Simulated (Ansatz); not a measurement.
Crystal: Br.

```xyz
4
Lattice="3.3632 -2.3226 0.0000 3.3632 2.3226 0.0000 0.0000 0.0000 8.7023" Properties=species:S:1:pos:R:3 pbc="T T T"
Br    3.3632    0.6266    3.3948
Br    3.3632    1.6959    7.7459
Br    3.3632   -0.6266    5.3075
Br    3.3632   -1.6959    0.9564
```

```yaml
Program: Ansatz 0.2.0
Task: relaxation of cell and atoms
Functional: BLYP
Dispersion: D3(BJ)
Potentials_or_basis: Ansatz PAW
Cutoff: "420 eV (not typed: the program's choice for these potentials)"
k_mesh: 7 × 7 × 3
Occupations: fermi-dirac, width 0.05 eV
Spin: no spin polarisation
```

At the start: volume 33.99 Å³/atom.

Problem. Where does the relaxation end?

Solution. It ends after 8 steps and the volume is 30.36 Å³/atom (-10.7 %); space group Cmce (No. 64, to 0.05 Å).

The path:
```
step  energy change (eV)  largest force (eV/Å)  volume (Å³)
   1              0.0000                1.3047       135.95
   2             -0.1988                0.4209       120.09
   3             -0.2434                0.1864       120.97
   4             -0.2525                0.0847       120.44
   5             -0.2530                0.0429       121.61
   6             -0.2581                0.0100       121.13
   7             -0.2582                0.0006       121.43
   8             -0.2563                0.0006       121.43
```

Final structure:
```yaml
crystal:
  lattice:
    - [3.36175, -2.10290, 0.00000]
    - [3.36175, 2.10290, 0.00000]
    - [0.00000, 0.00000, 8.58860]
  atoms:
    - { symbol: Br, position: [0.34440, 0.65560, 0.38067] }
    - { symbol: Br, position: [0.15560, 0.84440, 0.88067] }
    - { symbol: Br, position: [0.65560, 0.34440, 0.61933] }
    - { symbol: Br, position: [0.84440, 0.15560, 0.11933] }
```

Caveat: the plane-wave basis is chosen anew once the cell has moved, so the energies of steps on either side of that aren't comparable; the volume moved by -11 % from the deposited cell, more than functionals usually miss; the PAW data sets come from PBE, with cores solved anew for the run's functional, which leaves a small shift of forces and pressure.
